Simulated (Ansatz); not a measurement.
# GaAs: the cost of one run

All numbers below are computed with Ansatz 0.2.0 (DFT PBEsol, scalar-relativistic, plane waves, PAW).

4 further runs of the same task are left out: 4 set aside as unsound or not needed.

### 1 The structure to begin with

The cell holds 31 atoms (As16Ga15): a = 9.800 Å, b = 9.800 Å, c = 9.800 Å, α = 109.47°, β = 109.47°, γ = 109.47°.

The coordinates of this cell stand in the input of its own run.

The host was relaxed before at PBEsol: a = 5.658 Å, b = 5.658 Å, c = 5.658 Å, α = 90.00°, β = 90.00°, γ = 90.00° (conventional cell), 22.639 Å³/atom.

Places, in fractions of the supercell: a vacancy on Ga at (0.250, 0.500, 0.250). Its neighbours start displaced at random by about 0.03 Å.

### 2 Band edges of the host over the zone

Input file input.yaml:

```yaml
crystal:
  lattice:
    - [0.0, 2.8289295164, 2.8289295164]
    - [2.8289295164, 0.0, 2.8289295164]
    - [2.8289295164, 2.8289295164, 0.0]
  atoms:
    - { symbol: Ga, position: [0.0, 0.0, 0.0] }
    - { symbol: As, position: [0.25, 0.25, 0.25] }
basis:
  ecutwfc: 420
  xc_grid: 2
kpoints:
  mp_grid: { grid: [10, 10, 10] }
  band_path: { path: [VBM, CBM], npoints: 2 }
hamiltonian:
  xc: pbesol
scf:
  occupations: { method: gaussian, width: 0.02 }
output:
  forces: true
  stress: true
  eigenvalues: true
```

Launch:

```console
> ansatz run input.yaml --threads 8 --pin off --max-ram 16384MiB --backend cpu --events-out ev --progress --plain --runs-dir out
```

Q: Estimate wall time and peak memory on 8 threads of Arm Neoverse V2, shared host.

About 1.1 s, with a peak of 0.32 GiB.
